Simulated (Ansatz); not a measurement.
## SiO₂: ¹⁷O NMR of the central transition

Cell: a computed structure from the Materials Project (it need not be an observed phase), taken as it stands.

```yaml
crystal:
  lattice:
    - [-4.46962, 4.46962, 4.46962]
    - [4.46962, -4.46962, 4.46962]
    - [4.46962, 4.46962, -4.46962]
  atoms:
    - { symbol: Si, position: [0.50000, 0.25000, 0.75000] }
    - { symbol: Si, position: [0.50000, 0.75000, 0.25000] }
    - { symbol: Si, position: [0.25000, 0.75000, 0.50000] }
    - { symbol: Si, position: [0.75000, 0.25000, 0.50000] }
    - { symbol: Si, position: [0.25000, 0.50000, 0.75000] }
    - { symbol: Si, position: [0.75000, 0.50000, 0.25000] }
    - { symbol: O, position: [0.35252, 0.00000, 0.64748] }
    - { symbol: O, position: [0.64748, 0.64748, 0.29495] }
    - { symbol: O, position: [0.35252, 0.64748, 0.00000] }
    - { symbol: O, position: [0.35252, 0.70505, 0.35252] }
    - { symbol: O, position: [0.64748, 0.29495, 0.64748] }
    - { symbol: O, position: [0.00000, 0.35252, 0.64748] }
    - { symbol: O, position: [0.70505, 0.35252, 0.35252] }
    - { symbol: O, position: [0.64748, 0.35252, 0.00000] }
    - { symbol: O, position: [0.00000, 0.64748, 0.35252] }
    - { symbol: O, position: [0.29495, 0.64748, 0.64748] }
    - { symbol: O, position: [0.35252, 0.35252, 0.70505] }
    - { symbol: O, position: [0.64748, 0.00000, 0.35252] }
```

Sites (sets of like atoms) are named by element and the number of their first atom in this list.

The numbers come from a DFT calculation in Ansatz (PBE, plane waves and PAW (field gradients read without the response of the frozen cores, which leaves them typically 4 to 6 % off), scalar-relativistic, 420 eV cutoff, Γ-centred 4×4×4 k-points, Fermi–Dirac smearing 0.02 eV).

¹⁷O has I = 5/2 and Q = -25.58 mb (Pyykkö 2018); at 14.1 T its Larmor frequency is ν₀ = 81.4 MHz. Only the quadrupole interaction is simulated: positions count from each site's isotropic chemical shift, and J coupling is left out, as are shift anisotropy and dipolar coupling, which fast spinning averages.

Q: Give C_Q, η, the quadrupolar product P_Q = |C_Q|(1 + η²/3)^½, the second-order isotropic shift and the breadth of the pattern (fast magic-angle spinning) for each O site.

A: 

```json
{"site": "O", "first shell": "2 Si at 1.61 Å, angle 160°", "C_Q (MHz)": "-6.33", "η": "0.06", "P_Q (MHz)": "6.33", "δ_QIS (ppm)": "-36.3", "breadth (kHz)": "6.45"}
```

δ_QIS = −(ν_Q²/30ν₀²)[I(I+1) − 3/4](1 + η²/3) × 10⁶ ppm with ν_Q = 3|C_Q|/[2I(2I−1)]; it falls as 1/B₀² in ppm, and the breadth as 1/B₀ in kHz.

At O V_zz points along the line of its two bonds (within 1°).
